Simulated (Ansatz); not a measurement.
Relaxed BaF2 (fluorite):

```
BaF2
1.0
    0.00000     6.24642     6.24642
    3.12321     3.12321     6.24642
    3.12321     3.12321     0.00000
Ba F
2 4
Direct
  0.00000   0.00000   0.00000
  0.50000   0.00000   0.00000
  0.00000   0.25000   0.25000
  0.50000   0.25000   0.25000
  0.00000   0.75000   0.75000
  0.50000   0.75000   0.75000
```

The atoms are displaced by Q × the pattern below (from a DFPT mode at X = (0.5, 0.5, 0.0), largest move 1; Q in Å), at fixed cell. (q is in reciprocal vectors of the primitive cell; the cell shown is doubled to hold the pattern.)

| atom | x | y | z |
|---|---|---|---|
| F3 | 0.000 | 0.000 | 1.000 |
| F4 | 0.000 | 0.000 | -1.000 |
| F5 | 0.000 | 0.000 | 1.000 |
| F6 | 0.000 | 0.000 | -1.000 |

Atoms not listed stay in place.

Computed with PBE (plane waves to 420 eV, PAW, scalar-relativistic; Ansatz, a quantum-chemistry and plane-wave program). k mesh 9×9×9 (Γ-centred), Fermi-Dirac smearing 0.05 eV. E stands for the smeared free energy. BaF2 was relaxed with its symmetry unable to fall. The zero of ΔE is the undisplaced structure.

Question: What ΔE (eV/cell) and −dE/dQ from forces (eV/Å) does the calculation give at Q (Å) = -0.187, 0.047, 0.140, 0.233, 0.280?

Answer: 
| Q (Å) | ΔE (eV/cell) | −dE/dQ from forces (eV/Å) |
|---|---|---|
| -0.187 | 0.0807 | 0.894 |
| 0.047 | 0.0049 | -0.209 |
| 0.140 | 0.0447 | -0.651 |
| 0.233 | 0.1284 | -1.156 |
| 0.280 | 0.1890 | -1.441 |

(For displaced atoms, the force is minus the slope of the energy, and its curvature is a force constant, which sets phonon frequencies.)
